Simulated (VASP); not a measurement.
# KI (Fm-3m) in VASP: a series of runs

The runs below take KI through single point, with PBEsol.

Everything below comes from runs of VASP 6.6.1. Logs are shortened: lines on timing, memory, paths and dates and some standing lists are left out, and cuts for length are marked.

**The experiment to reproduce.**

From a printed reference work, monograph, for a bulk crystal of KI: band gap 6.32 eV.

The results are compared with them further down.

### Step 1. The cell of the first run

It takes space group Fm-3m (No. 225, cubic). Conventional cell: a = 7.089 Å, b = 7.089 Å, c = 7.089 Å, α = 90.00°, β = 90.00°, γ = 90.00°. Within 4.7 Å of K (site symmetry m-3m) lie 6 I at 3.54 Å. Within 4.7 Å of I (site symmetry m-3m) lie 6 K at 3.54 Å.

### Step 2. Single point, PBEsol

The input, INCAR:

```
  PREC = Accurate
  ENCUT = 520
  EDIFF = 1E-6
  ISMEAR = 0
  SIGMA = 0.01
  LREAL = F
  LASPH = T
  NELM = 80
  ALGO = Normal
  ISIF = 2
  LWAVE = F
  LCHARG = T
  GGA = PS
  LELF = T
  LVHAR = T
  NBANDS = 15
```

The input, KPOINTS:

```
Automatic mesh
0
Gamma
  4 4 4
```

The input, POSCAR:

```
KI
1.0
    0.0000000000      3.5445661619      3.5445661619
    3.5445661619      0.0000000000      3.5445661619
    3.5445661619      3.5445661619      0.0000000000
K I
1 1
Direct
    0.0000000000      0.0000000000      0.0000000000
    0.5000000000      0.5000000000      0.5000000000
```

Potentials or basis: VASP PAW PBE potentials, release 64 (K_sv, I).

Started as:

```bash
$ cat potpaw_PBE.64/K_sv/POTCAR potpaw_PBE.64/I/POTCAR > POTCAR
$ mpirun -np 1 vasp_std > vasp.out
```

OUTCAR:

```text
PREC = Accurate
   ENCUT = 520
   EDIFF = 1E-6
   ISMEAR = 0
   LREAL = F
   LASPH = T
   NELM = 80
   ISIF = 2
   GGA = PS

 ion  position               nearest neighbor table
   1  0.000  0.000  0.000-   2 3.54   2 3.54   2 3.54   2 3.54   2 3.54   2 3.54
   2  0.500  0.500  0.500-   1 3.54   1 3.54   1 3.54   1 3.54   1 3.54   1 3.54

  LATTYP: Found a face centered cubic cell.
 ALAT       =     7.0891323238

  Lattice vectors:

 A1 = (   0.0000000000,   3.5445661619,   3.5445661619)
 A2 = (   3.5445661619,   0.0000000000,   3.5445661619)
 A3 = (   3.5445661619,   3.5445661619,   0.0000000000)

Analysis of symmetry for initial positions (statically):
=====================================================================
 Subroutine PRICEL returns:
 Original cell was already a primitive cell.

 Routine SETGRP: Setting up the symmetry group for a
 face centered cubic supercell.

 Subroutine GETGRP returns: Found 48 space group operations
 (whereof 48 operations were pure point group operations)
 out of a pool of 48 trial point group operations.

The static configuration has the point symmetry O_h .

Analysis of symmetry for dynamics (positions and initial velocities):
=====================================================================
 Subroutine PRICEL returns:
 Original cell was already a primitive cell.

 Routine SETGRP: Setting up the symmetry group for a
 face centered cubic supercell.

 Subroutine GETGRP returns: Found 48 space group operations
 (whereof 48 operations were pure point group operations)
 out of a pool of 48 trial point group operations.

The dynamic configuration has the point symmetry O_h .

 Subroutine INISYM returns: Found 48 space group operations
 (whereof 48 operations are pure point group operations),
 and found     1 'primitive' translations

----------------------------------------------------------------------------------------

                                     Primitive cell

  volume of cell :      89.0675

  direct lattice vectors                    reciprocal lattice vectors
     0.000000000  3.544566162  3.544566162    -0.141060987  0.141060987  0.141060987
     3.544566162  0.000000000  3.544566162     0.141060987 -0.141060987  0.141060987
     3.544566162  3.544566162  0.000000000     0.141060987  0.141060987 -0.141060987

  length of vectors
     5.012773539  5.012773539  5.012773539     0.244324796  0.244324796  0.244324796

  position of ions in fractional coordinates (direct lattice)
     0.000000000  0.000000000  0.000000000
     0.500000000  0.500000000  0.500000000

  ion indices of the primitive-cell ions
   primitive index   ion index
                 1           1
                 2           2

----------------------------------------------------------------------------------------

 KPOINTS: Automatic mesh

Automatic generation of k-mesh.
 Grid dimensions read from file:
 generate k-points for:    4    4    4

 Generating k-lattice:

  Cartesian coordinates                     Fractional coordinates (reciprocal lattice)
    -0.035265247  0.035265247  0.035265247     0.250000000  0.000000000  0.000000000
     0.035265247 -0.035265247  0.035265247     0.000000000  0.250000000  0.000000000
     0.035265247  0.035265247 -0.035265247     0.000000000  0.000000000  0.250000000

  Length of vectors
     0.061081199  0.061081199  0.061081199

  Shift w.r.t. Gamma in fractional coordinates (k-lattice)
     0.000000000  0.000000000  0.000000000

 Subroutine IBZKPT returns following result:
 ===========================================

 Found      8 irreducible k-points:

 Following reciprocal coordinates:
            Coordinates               Weight
  0.000000  0.000000  0.000000      1.000000
  0.250000  0.000000  0.000000      8.000000
  0.500000  0.000000  0.000000      4.000000
  0.250000  0.250000  0.000000      6.000000
  0.500000  0.250000  0.000000     24.000000
 -0.250000  0.250000  0.000000     12.000000
  0.500000  0.500000  0.000000      3.000000
 -0.250000  0.500000  0.250000      6.000000
   k-points           NKPTS =      8   k-points in BZ     NKDIM =      8   number of bands    NBANDS=     15
   number of dos      NEDOS =    301   number of ions     NIONS =      2
   total plane-waves  NPLWV =  64000
   dimension x,y,z NGX =    40 NGY =   40 NGZ =   40
   dimension x,y,z NGXF=    80 NGYF=   80 NGZF=   80
   ions per type =               1   1
   NGX,Y,Z   is equivalent  to a cutoff of  13.27, 13.27, 13.27 a.u.
   NGXF,Y,Z  is equivalent  to a cutoff of  26.53, 26.53, 26.53 a.u.
 SYSTEM =  unknown system
   PREC   = accura    normal or accurate (medium, high low for compatibility)
   ISTART =      0    job   : 0-new  1-cont  2-samecut
   ICHARG =      2    charge: 1-file 2-atom 10-const
   ISPIN  =      1    spin polarized calculation?
   LNONCOLLINEAR =      F non collinear calculations
   LSORBIT =      F    spin-orbit coupling
   LASPH  =      T    aspherical Exc in radial PAW
   ENCUT  =  520.0 eV  38.22 Ry    6.18 a.u.   9.32  9.32  9.32*2*pi/ulx,y,z
   NELM   =     80;   NELMIN=  2; NELMDL= -5     # of ELM steps
   EDIFF  = 0.1E-05   stopping-criterion for ELM
   LREAL  =      F    real-space projection
   EDIFFG = 0.1E-04   stopping-criterion for IOM
   NSW    =      0    number of steps for IOM
   IBRION =     -1    ionic relax: 0-MD 1-quasi-New 2-CG
   NFREE  =      0    steps in history (QN), initial steepest desc. (CG)
   ISIF   =      2    stress and relaxation
   ISYM   =      2    0-nonsym 1-usesym 2-fastsym
   POTIM  = 0.5000    time-step for ionic-motion
   TEBEG  =    0.0;   TEEND  =   0.0 temperature during run
   PSTRESS=    0.0 pullay stress
   NELECT =      16.0000    total number of electrons
   NUPDOWN=      -1.0000    fix difference up-down
   EMIN   =  10.00;   EMAX   =-10.00  energy-range for DOS
   EFERMI =   0.00;   METHOD = LEGACY
   ISMEAR =     0;   SIGMA  =   0.01  broadening in eV -4-tet -1-fermi 0-gaus
   EFERMI_NEDOS =   21; number of points for ismear=-14 and -15
   IALGO  =     38    algorithm
   IMIX   =      4    mixing-type and parameters
     AMIX     =   0.40;   BMIX     =  1.00
     AMIX_MAG =   1.60;   BMIX_MAG =  1.00
  volume/ion in A,a.u.               =      44.53       300.53
  Fermi-wavevector in a.u.,A,eV,Ry     =   0.923723  1.745583 11.609363  0.853264
  Thomas-Fermi vector in A             =   2.049391
   LORBIT       =      0    0 simple, 1 ext, 2 COOP (PROOUT), +10 PAW based schemes
   GGA     = PS    functional components
   LHFCALC =     F    Hartree Fock is set to
   AEXX    =    0.0000 exact exchange contribution
   IVDW    =     0    specifies the selected vdW correction
   LEPSILON=     F    determine dielectric tensor
   LRPA    =     F    only Hartree local field effects (RPA)
 non-spin polarized calculation
 Gauss-broadening in eV      SIGMA  =   0.01
  energy-cutoff  :      520.00
  volume of cell :       89.07
 maximum number of plane-waves:      2421
 NGX is ok and might be reduce to    40
   NGX = 19   NGY = 19   NGZ = 19

 number of electron      15.9999999 magnetization

 Free energy of the ion-electron system (eV)
  ---------------------------------------------------
  ext. energy  EPLUGINS =         0.00000000
  ---------------------------------------------------
  free energy    TOTEN  =        -5.81204898 eV

  energy without entropy =       -5.81204898  energy(sigma->0) =       -5.81204898

 E-fermi :  -0.5122     XC(G=0):  -7.3012

 val. band max:       -0.5581052090   @ k =   0.0000   0.0000   0.0000
 cond. band min:       3.2336313303   @ k =   0.0000   0.0000   0.0000
 fundamental gap:      3.7917365393
 Fermi energy:        -0.5121564185

 k-point     1 :       0.0000    0.0000    0.0000
  band No.  band energies     occupation
      1     -28.9044      2.00000
      2     -12.4553      2.00000
      3     -12.4553      2.00000
      4     -12.4553      2.00000
      5     -11.0800      2.00000
      6      -0.5581      2.00000
      7      -0.5581      2.00000
      8      -0.5581      2.00000
      9       3.2336      0.00000
     10       5.8742      0.00000
     11       5.8742      0.00000
     12       5.8742      0.00000
     13       6.6073      0.00000
     14       6.6073      0.00000
     15       9.0344      0.00000

 k-point     2 :       0.2500    0.0000    0.0000
  band No.  band energies     occupation
      1     -28.9034      2.00000
      2     -12.5369      2.00000
      3     -12.4565      2.00000
      4     -12.4565      2.00000
      5     -10.9359      2.00000
      6      -1.3253      2.00000
      7      -0.7334      2.00000
      8      -0.7334      2.00000
      9       4.3388      0.00000
     10       5.9082      0.00000
     11       6.4805      0.00000
     12       6.4805      0.00000
     13       7.2932      0.00000
     14       7.2932      0.00000
     15       9.6458      0.00000

 k-point     3 :       0.5000    0.0000    0.0000
  band No.  band energies     occupation
      1     -28.9024      2.00000
      2     -12.6070      2.00000
      3     -12.4577      2.00000
      4     -12.4577      2.00000
      5     -10.8009      2.00000
      6      -1.8848      2.00000
      7      -0.8923      2.00000
      8      -0.8923      2.00000
      9       4.8156      0.00000
     10       7.0210      0.00000
     11       7.4870      0.00000
     12       7.4870      0.00000
     13       8.0899      0.00000
     14       8.0899      0.00000
     15       8.6451      0.00000
[... 55 lines left out ...]
 k-point     7 :       0.5000    0.5000    0.0000
  band No.  band energies     occupation
      1     -28.9017      2.00000
      2     -12.5006      2.00000
      3     -12.4736      2.00000
      4     -12.4736      2.00000
      5     -10.9395      2.00000
      6      -1.5625      2.00000
      7      -0.9260      2.00000
      8      -0.9260      2.00000
      9       4.2844      0.00000
     10       5.0930      0.00000
     11       7.5030      0.00000
     12       8.0436      0.00000
     13       8.0841      0.00000
     14       9.0305      0.00000
     15       9.0305      0.00000

 k-point     8 :      -0.2500    0.5000    0.2500
  band No.  band energies     occupation
      1     -28.9017      2.00000
      2     -12.5078      2.00000
      3     -12.4870      2.00000
      4     -12.4870      2.00000
      5     -10.8795      2.00000
      6      -1.2905      2.00000
      7      -1.2905      2.00000
      8      -1.1582      2.00000
      9       5.8008      0.00000
     10       5.8008      0.00000
     11       5.9796      0.00000
     12       7.4990      0.00000
     13       8.1979      0.00000
     14       9.0633      0.00000
     15       9.4002      0.00000

------------------------ aborting loop because EDIFF is reached ----------------------------------------

  FORCE on cell =-STRESS in cart. coord.  units (eV):
  Direction    XX          YY          ZZ          XY          YZ          ZX
  --------------------------------------------------------------------------------------
  -------------------------------------------------------------------------------------
  Total       -0.1948243     -0.1948243     -0.1948243      0.0000000      0.0000000     -0.0000000
  in kB       -3.5045675     -3.5045675     -3.5045675      0.0000000      0.0000000     -0.0000000
  external PRESSURE =      -3.5045675 kB  Pullay stress =       0.0000000 kB

 VOLUME and BASIS-vectors are now :
 -----------------------------------------------------------------------------
  energy-cutoff  :      520.00
  volume of cell :       89.07
      direct lattice vectors                 reciprocal lattice vectors
     0.000000000  3.544566162  3.544566162    -0.141060987  0.141060987  0.141060987
     3.544566162  0.000000000  3.544566162     0.141060987 -0.141060987  0.141060987
     3.544566162  3.544566162  0.000000000     0.141060987  0.141060987 -0.141060987

 POSITION                                       TOTAL-FORCE (eV/Angst)
 -----------------------------------------------------------------------------------
      0.00000      0.00000      0.00000         0.000000      0.000000      0.000000
      3.54457      3.54457      3.54457        -0.000000      0.000000      0.000000
 -----------------------------------------------------------------------------------
    total drift:                                0.000000     -0.000000     -0.000000

  FREE ENERGIE OF THE ION-ELECTRON SYSTEM (eV)
  ---------------------------------------------------
  free  energy   TOTEN  =        -5.8120489754 eV

  energy  without entropy=       -5.8120489754  energy(sigma->0) =       -5.81204898
```

Wall time 16 s (1 thread of Intel Xeon 6975P-C, shared host); peak memory 0.24 GiB.

Results:

| Quantity | Value |
| --- | --- |
| Free energy | -5.8120 eV |
| Pressure | -0.4 GPa |
| Band gap on the k mesh | 3.79 eV, direct |

Levels at points of the mesh, in eV from the valence-band top:
```tsv
k point	band 4	band 5	band 6	band 7	band 8	band 9	band 10	band 11	band 12	band 13
(0.00, 0.00, 0.00)	-11.90	-10.52	0.00	0.00	0.00	3.79	6.43	6.43	6.43	7.17
(0.50, 0.00, 0.00)	-11.90	-10.24	-1.33	-0.33	-0.33	5.37	7.58	8.05	8.05	8.65
(0.50, 0.50, 0.00)	-11.92	-10.38	-1.00	-0.37	-0.37	4.84	5.65	8.06	8.60	8.64
```

Caveat: the PAW data sets were made with another functional, which shifts forces and pressure a little; spin-orbit coupling is left out, which moves the levels of the heavy elements.

(Part 1 of 2 ends here.)
